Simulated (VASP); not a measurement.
Input of a VASP 6.6.1 run:

The input INCAR:

```
SYSTEM = Al2O3
PREC     = Accurate       ! precision mode
ENCUT    = 520            ! plane-wave cutoff, eV
EDIFF    = 1E-7           ! SCF threshold, eV
ISMEAR   = -1             ! smearing method
SIGMA    = 0.05           ! smearing width, eV
LREAL    = .False.        ! projectors in reciprocal space
LASPH    = .True.         ! aspherical terms in the spheres
NELM     = 100            ! most SCF steps
ALGO     = Normal         ! electronic algorithm
ISIF     = 2              ! what is computed and relaxed
LWAVE    = .False.        ! write WAVECAR
LCHARG   = .False.        ! write CHGCAR
GGA      = CA             ! functional
NBANDS   = 35             ! bands
```

The input KPOINTS:

```
regular mesh
0
Gamma
  5 3 7
  0 0 0
```

POSCAR

```
Al2O3
1.0
    4.6137770000      0.0000000000      0.0000000000
    0.0000000000      9.5632790000      0.0000000000
    0.0000000000      0.0000000000      3.1198620000
Al O
4 6
Direct
    0.9829750000      0.8245730000      0.0000000000
    0.0170250000      0.1754270000      0.0000000000
    0.4829750000      0.6754270000      0.5000000000
    0.5170250000      0.3245730000      0.5000000000
    0.5000000000      0.5000000000      0.5000000000
    0.1236350000      0.7530500000      0.5000000000
    0.3763650000      0.2530500000      0.0000000000
    0.6236350000      0.7469500000      0.0000000000
    0.0000000000      0.0000000000      0.0000000000
    0.8763650000      0.2469500000      0.5000000000
```

File KPOINTS_OPT:

```
path GXSYGZURTZ,YT,UX,SR
15
line-mode
reciprocal
 0.0000000000  0.0000000000  0.0000000000  G
 0.0000000000  0.0000000000  0.5000000000  X

 0.0000000000  0.0000000000  0.5000000000  X
 0.5000000000  0.0000000000  0.5000000000  S

 0.5000000000  0.0000000000  0.5000000000  S
 0.5000000000  0.0000000000  0.0000000000  Y

 0.5000000000  0.0000000000  0.0000000000  Y
 0.0000000000  0.0000000000  0.0000000000  G

 0.0000000000  0.0000000000  0.0000000000  G
 0.0000000000  0.5000000000  0.0000000000  Z

 0.0000000000  0.5000000000  0.0000000000  Z
 0.0000000000  0.5000000000  0.5000000000  U

 0.0000000000  0.5000000000  0.5000000000  U
 0.5000000000  0.5000000000  0.5000000000  R

 0.5000000000  0.5000000000  0.5000000000  R
 0.5000000000  0.5000000000  0.0000000000  T

 0.5000000000  0.5000000000  0.0000000000  T
 0.0000000000  0.5000000000  0.0000000000  Z

 0.5000000000  0.0000000000  0.0000000000  Y
 0.5000000000  0.5000000000  0.0000000000  T

 0.0000000000  0.5000000000  0.5000000000  U
 0.0000000000  0.0000000000  0.5000000000  X

 0.5000000000  0.0000000000  0.5000000000  S
 0.5000000000  0.5000000000  0.5000000000  R
```

Potentials or basis: VASP PAW LDA potentials, release 64 (Al, O).

The run is started by

```sh
$ cat potpaw_LDA.64/Al/POTCAR potpaw_LDA.64/O/POTCAR > POTCAR
$ mpirun -np 1 vasp_std > vasp.out
```

Question: Predict the largest force.

Answer: 0.194 eV/Å.

Question: What does it give for the band gap along the path?

Answer: 3.35 eV, direct.

Forces in eV/Å, atoms in the order of the input:
```
Al  -0.078 -0.056  0.000
Al   0.078  0.056  0.000
Al  -0.078  0.056  0.000
Al   0.078 -0.056  0.000
O    0.000  0.000  0.000
O    0.193  0.016  0.000
O   -0.193  0.016  0.000
O    0.193 -0.016  0.000
O    0.000  0.000  0.000
O   -0.193 -0.016  0.000
```

A hybrid or GW would open this gap; LDA tends to underestimate it.
